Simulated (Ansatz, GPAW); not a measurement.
## How the band gap moves from PBE to PBE0, LDA

Computed band gap (eV) at each level. Gaps hold for the cell as given (a database cell, not always the measured one). They are the smaller of the mesh's gap and, where one was run, the band path's. † marks indirect gaps read on the mesh alone; where an edge lies between its points they come out too high, by up to a few tenths of an eV. Brackets give the space group and the cell's volume in Å³ per atom. Not every cell is the stable form of its formula. Spin polarisation and spin-orbit coupling are off unless named.

- PBE: Ansatz (all-electron LAPW, scalar-relativistic); k meshes of 343 to 1331 points
- PBE0: Ansatz (PAW datasets made for the crystal); cutoffs 290 to 600 eV; k meshes of 64 to 1000 points
- LDA: Ansatz (all-electron LAPW, scalar-relativistic) for CdSe, PbTe, CdS, BN, MgO; GPAW (the program's PAW data sets (release 1.2.1) made for this functional) for C; cutoff 650 eV for plane waves; k meshes of 343 to 1331 points

```csv
crystal,PBE,PBE0,LDA
CdSe (F-43m; 28.94),0.55,2.14,0.27
PbTe (Fm-3m; 33.73),0.73,1.65,0.65
CdS (F-43m; 24.81),1.15,2.81,0.86
C (Fd-3m; 5.67),4.18†,6.07†,4.14†
BN (F-43m; 5.96),4.46†,6.53†,4.34†
MgO (Fm-3m; 9.22),4.86,7.36,4.78
```

PBE0 lies above PBE in 6 of 6 crystals, with a median shift of +1.78 eV (+0.92 eV for PbTe to +2.50 eV for MgO); a straight line gives PBE0 ≈ 1.22 × PBE + 1.20 eV with a scatter of 0.27 eV. LDA lies below PBE in 6 of 6 crystals, with a median shift of -0.10 eV (-0.29 eV for CdS to -0.04 eV for C); a straight line gives LDA ≈ 1.03 × PBE - 0.24 eV with a scatter of 0.08 eV. The figures use the values as printed. No column holds spin-orbit coupling, which bears on the band edges of CdSe, PbTe and lowers the gaps of lead salts by tenths of an eV. Exact exchange on meshes of this size isn't fully converged. LDA stands for any of its common fits to the electron gas. Columns can differ in programs, potentials, basis sets, cutoffs, meshes, task and smearing within a row, which adds scatter of its own. Where several set-ups ran one level, the entry is one near their median; a run lay far from it for PbTe, BN, MgO.
